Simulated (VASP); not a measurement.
Here is a VASP 6.6.1 calculation.

File INCAR:

```
PREC     = Accurate       # precision mode
ENCUT    = 600            # plane-wave cutoff, eV
EDIFF    = 1E-7           # SCF threshold, eV
ISMEAR   = 0              # smearing method
SIGMA    = 0.05           # smearing width, eV
LREAL    = Auto         
LASPH    = T              # aspherical terms in the spheres
NELM     = 120            # most SCF steps
ALGO     = Fast           # electronic algorithm
ISIF     = 2              # what is computed and relaxed
LWAVE    = F              # write WAVECAR
LCHARG   = F              # write CHGCAR
GGA      = PS             # functional
NBANDS   = 261            # bands
```

KPOINTS

```
Automatic mesh
0
Gamma
  2 2 2
```

The input POSCAR:

```
ZnSe
1.0
    0.0000000000      8.5014000000      8.5014000000
    8.5014000000      0.0000000000      8.5014000000
    8.5014000000      8.5014000000      0.0000000000
Se Zn
27 27
Direct
    0.2500000000      0.2500000000      0.2500000000
    0.2500000000      0.2500000000      0.5833333333
    0.2500000000      0.2500000000      0.9166666667
    0.2500000000      0.5833333333      0.2500000000
    0.2500000000      0.5833333333      0.5833333333
    0.2500000000      0.5833333333      0.9166666667
    0.2500000000      0.9166666667      0.2500000000
    0.2500000000      0.9166666667      0.5833333333
    0.2500000000      0.9166666667      0.9166666667
    0.5833333333      0.2500000000      0.2500000000
    0.5833333333      0.2500000000      0.5833333333
    0.5833333333      0.2500000000      0.9166666667
    0.5833333333      0.5833333333      0.2500000000
    0.5833333333      0.5833333333      0.5833333333
    0.5833333333      0.5833333333      0.9166666667
    0.5833333333      0.9166666667      0.2500000000
    0.5833333333      0.9166666667      0.5833333333
    0.5833333333      0.9166666667      0.9166666667
    0.9166666667      0.2500000000      0.2500000000
    0.9166666667      0.2500000000      0.5833333333
    0.9166666667      0.2500000000      0.9166666667
    0.9166666667      0.5833333333      0.2500000000
    0.9166666667      0.5833333333      0.5833333333
    0.9166666667      0.5833333333      0.9166666667
    0.9166666667      0.9166666667      0.2500000000
    0.9166666667      0.9166666667      0.5833333333
    0.9166666667      0.9166666667      0.9166666667
    0.0000000000      0.0000000000      0.0000000000
    0.0000000000      0.0000000000      0.3333333333
    0.0000000000      0.0000000000      0.6666666667
    0.0000000000      0.3333333333      0.0000000000
    0.0000000000      0.3333333333      0.3333333333
    0.0000000000      0.3333333333      0.6666666667
    0.0000000000      0.6666666667      0.0000000000
    0.0000000000      0.6666666667      0.3333333333
    0.0000000000      0.6666666667      0.6666666667
    0.3333333333      0.0000000000      0.0000000000
    0.3333333333      0.0000000000      0.3333333333
    0.3333333333      0.0000000000      0.6666666667
    0.3333333333      0.3333333333      0.0000000000
    0.3333333333      0.3333333333      0.3333333333
    0.3333333333      0.3333333333      0.6666666667
    0.3333333333      0.6666666667      0.0000000000
    0.3333333333      0.6666666667      0.3333333333
    0.3333333333      0.6666666667      0.6666666667
    0.6666666667      0.0000000000      0.0000000000
    0.6666666667      0.0000000000      0.3333333333
    0.6666666667      0.0000000000      0.6666666667
    0.6666666667      0.3333333333      0.0000000000
    0.6666666667      0.3333333333      0.3333333333
    0.6666666667      0.3333333333      0.6666666667
    0.6666666667      0.6666666667      0.0000000000
    0.6666666667      0.6666666667      0.3333333333
    0.6666666667      0.6666666667      0.6666666667
```

Potentials or basis: VASP PAW PBE potentials, release 64 (Se, Zn).

Launch:

```bash
$ cat potpaw_PBE.64/Se/POTCAR potpaw_PBE.64/Zn/POTCAR > POTCAR
$ mpirun -np 1 vasp_std > vasp.out
```

Task: Predict the band gap on the k mesh.

Result: 1.17 eV.

Task: What does it give for the pressure?

Result: -0.9 GPa.

Caveat: the PAW data sets were made with another functional, which shifts forces and pressure a little.
